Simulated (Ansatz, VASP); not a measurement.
**CoSi2: VASP beside Ansatz**

```
Co Si
1.0
     0.00000    2.67994    2.67994
     2.67994    0.00000    2.67994
     2.67994    2.67994    0.00000
Co Si
1 2
Cartesian
  0.0000 0.0000 0.0000
  1.3400 1.3400 1.3400
  4.0199 4.0199 4.0199
```

Alike in both runs: functional PBE; k mesh 14 × 14 × 14; occupations gaussian, width 0.1 eV; no spin polarisation.

Ansatz relaxed the structure, and its values are those at the end. VASP's run is a single point on that final structure, the one shown.

```csv
,VASP,Ansatz
version,VASP 6.6.1,Ansatz 0.2.0
potentials or method,"VASP PAW PBE potentials, release 64 (Co, Si)","scalar-relativistic, plane waves, PAW"
plane-wave cutoff (eV),520,420
valence electrons in the cell,17,25
```

VASP gave:

```
gap on the k mesh at the Fermi level (eV) : none
pressure (GPa)                            : -0.2
```

**Question.** What did Ansatz give for the same quantities?

**Answer.** gap on the k mesh at the Fermi level (eV): none; pressure (GPa): 0.0.

A gap of «none» marks a metal or a gap that the smearing closes. The two sets of potentials don't hold the same shells in valence.

Spin polarisation is off, so any magnetic state and its effect on volume and gap are missing.
